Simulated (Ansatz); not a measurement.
Runs of Ansatz 0.2.0 on Ge. The structure is orthorhombic, space group Cmcm (No. 63). The conventional cell has a = 2.976 Å, b = 5.189 Å, c = 4.728 Å, α = 90.00°, β = 90.00°, γ = 90.00°. Ge (site symmetry m2m) is surrounded by 12 Ge at 2.92 to 2.99 Å. This isn't the form of Ge at room conditions, which is diamond.

| task | level | potentials or basis | cell | k mesh | cutoff (eV) | smearing | phonons | basis error allowed | mesh quality | gap on the mesh (eV) | pressure (GPa) | relaxed volume (Å³/atom) |
| --- | --- | --- | --- | --- | --- | --- | --- | --- | --- | --- | --- | --- |
| relaxation of cell and atoms | revPBE+D4 | all-electron LAPW, scalar-relativistic | relaxed | 10 × 10 × 6 | - | fermi-dirac 0.05 eV | - | 0.001 eV/atom | not flagged | none | 0.0 | 18.30 |
| relaxation of cell and atoms | revPBE+D3(BJ) | all-electron LAPW, scalar-relativistic | relaxed | 10 × 10 × 6 | - | fermi-dirac 0.05 eV | - | 0.001 eV/atom | not flagged | none | 0.0 | (a) |
| single point | PBE | all-electron LAPW, scalar-relativistic | as given | 6 × 6 × 4 | 182 | fermi-dirac 0.04 eV | - | 0.002 eV/atom | coarse | none | 3.3 | - |
| relaxation of cell and atoms | revPBE | all-electron LAPW, scalar-relativistic | relaxed | 10 × 10 × 6 | - | fermi-dirac 0.05 eV | - | 0.001 eV/atom | not flagged | - | 0.0 | 19.64 |
| phonons | PBEsol | all-electron PAW datasets made for the crystal | as given | 10 × 10 × 6 | 290 | fermi-dirac 0.05 eV | method dfpt | - | not flagged | none | - | - |
| phonons | PBE | all-electron LAPW, scalar-relativistic | as given | 10 × 10 × 6 | 198 | fermi-dirac 0.05 eV | - | 0.002 eV/atom | not flagged | none | - | - |

Alike in all rows: no spin polarisation.

Q: Fill in the values left out.

A: (a) 18.16.

Caveats: some runs use coarse meshes; pairwise dispersion overbinds metals, which lowers pressure and volume (some runs); a metal's response needs a denser mesh (some runs); some modes are imaginary (some runs); the k mesh is thin for a metal, which can move the energy by tens of meV per atom (some runs); the program warned that the printed levels may be off, so bands, gaps and densities of states are rough (some runs); the program listed the state as in doubt (some runs).

A k mesh can miss the band edges, and the runs leave out spin-orbit coupling on Ge.

A gap of «none» marks a metal or a gap under the smearing width.

The runs don't all hold the same shells in valence.
